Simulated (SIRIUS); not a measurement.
## Sn: single point with PBE

Crystal: Sn.

```
Sn
1.0
    -1.66577    1.76563    2.29581
     1.74442   -1.79906    2.37926
     1.68238    1.81521   -2.32119
Sn
1
Direct
  0.99505 0.98835 0.99670
```

The cell isn't the ideal one: cell strained at random at fixed volume.

```
Program             : SIRIUS 7.10.0
Task                : single point
Functional          : PBE
Potentials or basis : PseudoDojo 0.4.1 PBE standard (scalar relativistic)
Cutoff              : 983 eV
Density cutoff      : 3932 eV
k mesh              : 11 × 11 × 11
Occupations         : fermi-dirac, width 0.05 eV
Spin                : no spin polarisation
```

The pressure is -1.0 GPa. The band gap on the k mesh is none (metal or under the smearing width).

Stress tensor (GPa, compression positive):
```
-0.12 -0.02 -0.62
-0.02 -1.97  0.18
-0.62  0.18 -0.86
```

It took 5.9 min on 1 thread of Arm Neoverse V2, with other jobs on the host, peak memory 1.8 GiB.
